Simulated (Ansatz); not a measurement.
LaAlO$_{3}$ (cubic perovskite)

```
LaAlO3
1.0
    3.77165     0.00000     0.00000
    0.00000     3.77165     0.00000
    0.00000     0.00000     3.77165
La Al O
1 1 3
Direct
  0.50000   0.50000   0.50000
  0.00000   0.00000   0.00000
  0.00000   0.50000   0.00000
  0.50000   0.00000   0.00000
  0.00000   0.00000   0.50000
```

E(V) scan at fixed shape, V₀ the volume above. Symmetry pins the atoms to their sites.

Calculation: PBEsol (plane waves to 420 eV, PAW, scalar-relativistic; Ansatz, a program for electronic structure). k mesh 9×9×9 (Γ-centred), Fermi-Dirac smearing 0.05 eV. The energy includes the smearing's −TS. Compression counts positive. LaAlO3 is run without spin polarisation. LaAlO3 was relaxed with its symmetry unable to fall. This is a high-temperature form of LaAlO3. ΔE is measured from the relaxed starting cell.

```
V (Å³/atom)  ΔE (meV/atom)
-----------  -------------
9.014                240.9
9.443                125.0
9.872                 51.4
10.301            withheld
10.731                 0.0
11.160                10.3
11.589                38.8
12.018                82.0
12.447               136.9
```

Problem. Fit a third-order Birch-Murnaghan form (E₀, V₀, B₀, B₀′ free) to the given rows and predict ΔE at V = 10.301.

Solution. Least squares on the 8 given rows: ΔE = E₀ + (9V₀B₀/16)·y²·[2 + (B₀′ − 4)y], y = (V₀/V)^(2/3) − 1, with V₀ = 10.731 Å³/atom, B₀ = 207.4 GPa (160.2 GPa = 1 eV/Å³; the term in eV is multiplied by 1000), B₀′ = 4.25, E₀ = -0.02 meV/atom; root-mean-square residual 0.09 meV/atom. At 10.301 the fit gives 12.0 meV/atom; the calculation gives 11.9 meV/atom, so the interpolation is off by 0.1 (+0.8 %). For the pressure the fit gives 9.3 GPa against the computed 9.2 GPa.

(Under strain, the slope of the energy per volume gives the stress and its curvature an elastic modulus.)
